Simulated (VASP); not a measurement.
**MoS2 (1T (CdI2) bulk): gaps by functional in VASP**

```cif
data_structure
_symmetry_space_group_name_H-M 'P 1'
_symmetry_Int_Tables_number 1
_cell_length_a 3.2202
_cell_length_b 3.2202
_cell_length_c 5.9450
_cell_angle_alpha 90.000
_cell_angle_beta 90.000
_cell_angle_gamma 120.000
_cell_volume 53.39
loop_
_atom_site_label
_atom_site_type_symbol
_atom_site_fract_x
_atom_site_fract_y
_atom_site_fract_z
_atom_site_occupancy
Mo1 Mo 0.00000 0.00000 0.00000 1
S1 S 0.33333 0.66667 0.26003 1
S2 S 0.66667 0.33333 0.73997 1
```

All runs share this cell. Band v is the last that the valence electrons fill when counted band by band, and c is the next. A negative gap between them is a band overlap, as in a metal.

```json
{"level": "PBE", "gap (eV)": "-1.11", "least direct gap (eV)": "0.00", "pressure (GPa)": "2.1"}
{"level": "r²SCAN", "gap (eV)": "-1.27", "least direct gap (eV)": "0.00", "pressure (GPa)": "1.2"}
{"level": "LDA", "gap (eV)": "-1.05", "least direct gap (eV)": "0.00", "pressure (GPa)": "-5.4"}
{"level": "PBEsol", "gap (eV)": "-1.07", "least direct gap (eV)": "0.00", "pressure (GPa)": "-2.8"}
```
